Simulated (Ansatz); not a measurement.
# AlAs: experiment and calculation

**The experiment to reproduce.**

A printed reference work (textbook) reports, for a bulk crystal of AlAs at 300 K: lattice constant a 5.661 Å.

A printed reference work (monograph) reports, for a bulk crystal of AlAs at 300 K: band gap 2.15 eV (indirect).

The calculation below tries to reproduce these values; the comparison stands at the end.

These are results of DFT PBE, scalar-relativistic, plane waves, PAW in Ansatz, not measurements.

Settings: cutoff 420 eV, Γ-centred mesh 8×8×8 on the computed 2-atom cell, Gaussian smearing of 0.02 eV; no spin polarisation.

Relaxed structure:

```cif
data_structure
_symmetry_space_group_name_H-M 'F-43m'
_symmetry_Int_Tables_number 216
_cell_length_a 5.7276
_cell_length_b 5.7276
_cell_length_c 5.7276
_cell_angle_alpha 90.000
_cell_angle_beta 90.000
_cell_angle_gamma 90.000
_cell_volume 187.90
loop_
_atom_site_label
_atom_site_type_symbol
_atom_site_symmetry_multiplicity
_atom_site_Wyckoff_symbol
_atom_site_fract_x
_atom_site_fract_y
_atom_site_fract_z
_atom_site_occupancy
Al1 Al 4 a 0.00000 0.00000 0.00000 1
As1 As 4 d 0.25000 0.25000 0.75000 1
```

* Space group: F-43m (No. 216)
* Volume per atom: 158.5 bohr³
* Formation energy from the elements' standard states (uncorrected): -0.487 eV/atom
* Kohn–Sham band gap: 1.50 eV
* Orbital (Löwdin) character of the top 1 eV of the valence band: As 4p 78 %, Al 3p 20 %
* Orbital (Löwdin) character of the lowest 1 eV of the conduction band: Al 3p 48 %, Al 3s 16 %, As 4s 15 %, As 4p 11 %, unprojected 12 %
* Bader charge by site (e): Al (1 in the cell) 1.95, As (1 in the cell) -1.95

Against the measured lattice constant a of AlAs, 5.661 Å (300 K; a printed reference work (textbook)), the calculated 5.728 Å is off by +1.2 %. The calculation is for 0 K without zero-point motion. A measured band gap of AlAs is 2.15 eV (indirect; 300 K; a printed reference work (monograph)); the calculated 1.50 eV falls short of it by 0.65 eV. Kohn–Sham gaps of semilocal functionals fall short of measured ones as a rule.

It was relaxed from a cell as deposited in COD. Löwdin shares on free-atom orbitals overweight diffuse shells in the empty bands.
